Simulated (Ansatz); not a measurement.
Crystal: AlAu2.

```
Au Al
1.0
    -1.67151    1.67151    4.39908
     1.67151   -1.67151    4.39908
     1.67151    1.67151   -4.39908
Au Al
2 1
Direct
  0.34373 0.34373 0.00000
  0.65627 0.65627 0.00000
  0.00000 0.00000 0.00000
```

The cell comes from a database or a generator and needn't be the stable form of this composition.

```yaml
Program: Ansatz 0.2.0
Task: relaxation of cell and atoms
Functional: PBEsol
Dispersion: D4
Potentials_or_basis: Ansatz PAW
Cutoff: "420 eV (not typed: the program's choice for these potentials)"
k_mesh: 11 × 11 × 11
Occupations: fermi-dirac, width 0.05 eV
Spin: no spin polarisation
```

At the start: volume 16.39 Å³/atom.

Where does the relaxation end?

It ends after 6 steps and the volume is 15.82 Å³/atom (-3.4 %); space group I4/mmm (No. 139, to 0.05 Å).

Step by step:
```
step  energy change (eV)  largest force (eV/Å)  volume (Å³)
   1              0.0000                0.0566        49.16
   2             -0.0286                0.0303        47.72
   3             -0.0295                0.0007        47.49
   4             -0.0295                0.0020        47.48
   5             -0.0296                0.0011        47.47
   6             -0.0290                0.0009        47.47
```

Final structure:
```cif
data_structure
_symmetry_space_group_name_H-M 'P 1'
_symmetry_Int_Tables_number 1
_cell_length_a 4.9487
_cell_length_b 4.9487
_cell_length_c 4.9487
_cell_angle_alpha 141.073
_cell_angle_beta 141.073
_cell_angle_gamma 56.227
_cell_volume 47.47
loop_
_atom_site_label
_atom_site_type_symbol
_atom_site_fract_x
_atom_site_fract_y
_atom_site_fract_z
_atom_site_occupancy
Au1 Au 0.34336 0.34336 0.00000 1
Au2 Au 0.65664 0.65664 0.00000 1
Al1 Al 0.00000 0.00000 0.00000 1
```

Caveat: the plane-wave basis is chosen anew once the cell has moved, so the energies of steps on either side of that aren't comparable; pairwise dispersion overbinds metals, which lowers pressure and volume; the PAW data sets come from PBE, with cores solved anew for the run's functional, which leaves a small shift of forces and pressure.
